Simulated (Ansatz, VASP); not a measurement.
One calculation of Pd, two programs

The input POSCAR:

```
Pd
1.0
    0.0000000000      1.9201927211      1.9201927211
    1.9201927211      0.0000000000      1.9201927211
    1.9201927211      1.9201927211      0.0000000000
Pd
1
Direct
    0.0000000000      0.0000000000      0.0000000000
```

File INCAR.step1:

```
  PREC = Accurate
  ENCUT = 520
  ISMEAR = -1
  SIGMA = 0.05
  LREAL = F
  LASPH = T
  NELM = 60
  NBANDS = 11
  GGA = PE
  ALGO = Normal
  EDIFF = 1E-4
  LWAVE = T
  LCHARG = F
```

File INCAR.step2:

```
  PREC = Accurate
  ENCUT = 520
  EDIFF = 1E-7
  ISMEAR = -1
  SIGMA = 0.05
  LREAL = F
  LASPH = T
  NELM = 60
  ALGO = Normal
  ISIF = 2
  LWAVE = F
  LCHARG = F
  METAGGA = R2SCAN
  LMIXTAU = T
  LUSE_VDW = T
  IVDW_NL = 2
  BPARAM = 11.95
  CPARAM = 0.0093
  NBANDS = 11
  ISTART = 1
```

Contents of KPOINTS:

```
regular mesh
0
Gamma
  12 12 12
```

The input input.yaml:

```yaml
crystal:
  lattice:
    - [0.0, 1.9201927211, 1.9201927211]
    - [1.9201927211, 0.0, 1.9201927211]
    - [1.9201927211, 1.9201927211, 0.0]
  atoms:
    - { symbol: Pd, position: [0.0, 0.0, 0.0] }
hamiltonian:
  xc: r2scan
  pseudopotentials: { kind: paw }
  dispersion: rvv10
kpoints:
  mp_grid: { grid: [12, 12, 12] }
scf:
  occupations: { method: fermi_dirac, width: 0.05 }
output:
  forces: true
  stress: true
  eigenvalues: true
  write_density: true
  write_potential: true
  elf: true
  volumetric_format: npy
```

Alike in both runs: task single point; functional r2SCAN; dispersion rVV10; k mesh 12 × 12 × 12; occupations fermi-dirac, width 0.05 eV; no spin polarisation.

```csv
,VASP,Ansatz
version,VASP 6.6.1,Ansatz 0.2.0
potentials or method,"VASP PAW PBE potentials, release 64 (Pd)",Ansatz PAW
plane-wave cutoff (eV),520,500
valence electrons in the cell,10,18
```

Ansatz gave:

```
gap on the k mesh at the Fermi level (eV) : none
pressure (GPa)                            : 8.2
```

Which values does VASP return?

gap on the k mesh at the Fermi level (eV): none; pressure (GPa): 9.7.

A gap of «none» marks a metal or a gap that the smearing closes. The two sets of potentials don't hold the same shells in valence.

Caveats: the PAW data sets were made with another functional, which shifts forces and pressure a little (VASP); the PAW data sets come from PBE, with cores solved anew for the run's functional, which leaves a small shift of forces and pressure (Ansatz).
